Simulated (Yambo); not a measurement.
# Sb (Im-3m) in Yambo: notebook, part 2 of 2

Yambo 5.3.0. Earlier steps stand in the parts before.

## (3) G0W0 quasiparticle levels, PBEsol

The input, g0w05.in:

```
gw0
dyson
el_el_corr
rim_cut
HF_and_locXC
ppa
em1d
RandQpts= 1000000
RandGvec= 50 RL
EXXRLvcs= 100 Ry
VXCRLvcs= 100 Ry
Chimod= "HARTREE"
% BndsRnXp
 1 | 312 |
%
NGsBlkXp= 12 Ry
% LongDrXp
 1 | 1 | 1 |
%
PPAPntXp= 27.21138 eV
% GbndRnge
 1 | 42 |
%
GTermKind= "BG"
DysSolver= "n"
ExtendOut
% QPkrange
 1 | 1 | 9 | 15 |
 15 | 15 | 9 | 15 |
 16 | 16 | 9 | 15 |
%
```

The input, scf.in:

```
&CONTROL
  calculation = 'scf'
  prefix = 'pwscf'
  outdir = './tmp'
  pseudo_dir = './pseudo'
/
&SYSTEM
  ibrav = 0
  nat = 1
  ntyp = 1
  ecutwfc = 100
  nbnd = 18
  occupations = 'smearing'
  smearing = 'fd'
  degauss = 0.00367493
  force_symmorphic = .true.
/
&ELECTRONS
  conv_thr = 2d-10
  electron_maxstep = 120
  mixing_beta = 0.5
/
ATOMIC_SPECIES
Sb   121.7600 Sb.upf
CELL_PARAMETERS angstrom
  -1.8713408863    1.8713408863    1.8713408863
   1.8713408863   -1.8713408863    1.8713408863
   1.8713408863    1.8713408863   -1.8713408863
ATOMIC_POSITIONS angstrom
Sb     0.0000000000    0.0000000000    0.0000000000
K_POINTS automatic
10 10 10 0 0 0
```

The input, nscf.in:

```
&CONTROL
  calculation = 'nscf'
  prefix = 'pwscf'
  outdir = './tmp'
  pseudo_dir = './pseudo'
/
&SYSTEM
  ibrav = 0
  nat = 1
  ntyp = 1
  ecutwfc = 100
  nbnd = 312
  occupations = 'smearing'
  smearing = 'fd'
  degauss = 0.00367493
  force_symmorphic = .true.
/
&ELECTRONS
  conv_thr = 1d-08
  diago_full_acc = .true.
  diago_thr_init = 1d-06
/
ATOMIC_SPECIES
Sb   121.7600 Sb.upf
CELL_PARAMETERS angstrom
  -1.8713408863    1.8713408863    1.8713408863
   1.8713408863   -1.8713408863    1.8713408863
   1.8713408863    1.8713408863   -1.8713408863
ATOMIC_POSITIONS angstrom
Sb     0.0000000000    0.0000000000    0.0000000000
K_POINTS automatic
6 6 6 0 0 0
```

Potentials or basis: PseudoDojo 0.4 SR PBEsol stringent.

Command:

```sh
OMP_NUM_THREADS=1 pw.x -in scf.in > scf.out
OMP_NUM_THREADS=1 pw.x -in nscf.in > nscf.out
cd tmp/pwscf.save; p2y; mv SAVE ../..; cd ../..
OMP_NUM_THREADS=1 yambo
mkdir -p g0w05; ln -s $PWD/g0w00/ndb.pp* g0w05/
mkdir -p g0w05; ln -s $PWD/g0w00/ndb.RIM g0w05/
OMP_NUM_THREADS=1 yambo -F g0w05.in -J g0w05 -C g0w05_out
```

Yambo's report:

```text
[... sections 02.01 to 02.04 as in the set-up run ...]

  [02.05] Energies & Occupations
  ==============================

  [X] === General ===
  [X] Electronic Temperature                        :  0.258693E-1   300.200    [eV K]
  [X] Bosonic    Temperature                        :  0.258606E-1   300.100    [eV K]
  [X] Finite Temperature mode                       : yes
  [X] El. density                                   :  0.87742E+24 [cm-3]
  [X] Fermi Level                                   :  13.76615 [eV]

  [X] === Gaps and Widths ===
  [X] Conduction Band Min                           :  13.76615 [eV]
  [X] Valence Band Max                              :  13.76615 [eV]
  [X] Filled Bands                                  :  10
  [X] Metallic Bands                                :  11  13
  [X] Empty Bands                                   :   14  312

  [X] === Metallic Characters ===
  [X] N of el / N of met el                         :  23.00000   2.88776
  [X] Average metallic occ.                         :  0.240647

  [WARNING] [X] Metallic system

 [03] Transferred momenta grid and indexing
 ==========================================

 IBZ Q-points                                      :  16
 BZ  Q-points                                      :  216

 K/Q-points units:
[... 266 lines left out ...]

  [WR./g0w05//ndb.QP]-------------------------------------------------------------
   Lattice constants                                :  3.536322  3.536322  3.536322
   Coulomb cutoff potential                         : none
   Electronic Temperature                           :  300.2000 [K]
   Bosonic    Temperature                           :  300.1000 [K]
   Green`s function   energies                      : Perdew, Burke & Ernzerhof SOL(X)+Perdew, Burke & Ernzerhof SOL(C)
   wavefunctions                                    : Perdew, Burke & Ernzerhof SOL(X)+Perdew, Burke & Ernzerhof SOL(C)
   PPA    diel. fun.  energies                      : Perdew, Burke & Ernzerhof SOL(X)+Perdew, Burke & Ernzerhof SOL(C)
   wavefunctions                                    : Perdew, Burke & Ernzerhof SOL(X)+Perdew, Burke & Ernzerhof SOL(C)
   QP tot states                                    :  21
   GW solver                                        : Newton
   GW approximation                                 : PPA
   PPA imaginary Energy                             :  27.21138 ev
   RIM G`s                                          :   55
   RIM random pts                                   :  1000000
   dS/dw steps                                      :  2
   dS/dw step                                       :  0.100000 ev
   X G`s                                            :  141 used
   X G`s                                            :  141 disk
   X bands                                          :    1  312
   X poles                                          :  100.0000 o/o
   X e/h E range                                    : -1.000000 -1.000000 ev
   X Hxc Kernel                                     : HARTREE
   X BZ energy Double Grid                          : no
   X Optical Averaged directions                    : none
   Sc/G bands                                       :    1   42
   Sc/G damping                                     :  0.100000 ev
   Sc bands terminator                              : yes
   Sc terminator kind                               : BG
   Sc Terminator pole                               :  40.81708
   Sx RL components                                 :  3055

   QP @ state[ 1 ] K range                          :  1  1
   QP @ state[ 1 ] b range                          :   9  15
   QP @ state[ 2 ] K range                          :  15  16
   QP @ state[ 2 ] b range                          :   9  15
   GF energies kind                                 : Perdew, Burke & Ernzerhof SOL(X)+Perdew, Burke & Ernzerhof SOL(C)
   GF WF`s kind                                     : Perdew, Burke & Ernzerhof SOL(X)+Perdew, Burke & Ernzerhof SOL(C)
   Xs energies kind                                 : Perdew, Burke & Ernzerhof SOL(X)+Perdew, Burke & Ernzerhof SOL(C)
   Xs WF`s kind                                     : Perdew, Burke & Ernzerhof SOL(X)+Perdew, Burke & Ernzerhof SOL(C)
```

Results:

| Quantity | Value |
| --- | --- |
| Band gap on the k mesh, mean-field level | none (metal or under the smearing width) |

Quasiparticle terms (eV):
```csv
k point,band,Kohn-Sham level,Vxc,Σx,Σc,Z,result
"(0.000, 0.000, 0.000)",9,-28.62,-31.83,-42.44,8.23,0.57,-29.97
"(0.000, 0.000, 0.000)",10,-12.59,-12.24,-18.91,7.13,0.90,-12.19
"(0.000, 0.000, 0.000)",11,6.16,-14.16,-8.54,-6.14,0.69,5.81
"(0.000, 0.000, 0.000)",12,6.16,-14.16,-8.54,-6.15,0.69,5.80
"(0.000, 0.000, 0.000)",13,6.16,-14.16,-8.54,-6.16,0.69,5.80
"(0.000, 0.000, 0.000)",14,11.90,-12.08,-5.96,-7.23,0.72,11.11
"(0.000, 0.000, 0.000)",15,11.90,-12.08,-5.96,-7.23,0.72,11.11
"(0.333, -0.500, -0.500)",9,-28.58,-31.92,-42.53,8.21,0.65,-30.13
"(0.333, -0.500, -0.500)",10,-6.39,-14.30,-17.54,2.99,0.72,-6.56
"(0.333, -0.500, -0.500)",11,-3.03,-11.37,-13.47,1.41,0.75,-3.54
"(0.333, -0.500, -0.500)",12,-0.94,-12.03,-12.73,0.01,0.76,-1.46
"(0.333, -0.500, -0.500)",13,0.03,-12.60,-10.87,-2.28,0.77,-0.39
"(0.333, -0.500, -0.500)",14,4.89,-10.49,-6.07,-5.13,0.76,4.35
"(0.333, -0.500, -0.500)",15,5.94,-10.49,-5.77,-5.44,0.78,5.39
"(-0.500, -0.500, -0.500)",9,-28.58,-31.92,-42.53,8.36,0.67,-29.87
"(-0.500, -0.500, -0.500)",10,-5.02,-15.34,-17.25,1.67,0.72,-5.20
"(-0.500, -0.500, -0.500)",11,-1.57,-11.90,-13.12,0.49,0.76,-2.12
"(-0.500, -0.500, -0.500)",12,-1.57,-11.90,-13.12,0.49,0.76,-2.12
"(-0.500, -0.500, -0.500)",13,-1.57,-11.90,-13.12,0.49,0.76,-2.12
"(-0.500, -0.500, -0.500)",14,3.40,-10.03,-6.15,-4.63,0.78,2.82
```

Caveat: the k mesh is coarse (spacing up to 0.40 Å⁻¹), so the values aren't converged; the plasmon-pole model is rough for a metal; the ground state has no gap, which makes the many-body step unreliable; this version prints the column dSc/dw multiplied by 27.2; the terminator is approximate in this version, by hundredths of an eV. Spin-orbit coupling is left out, which matters for the levels of Sb.
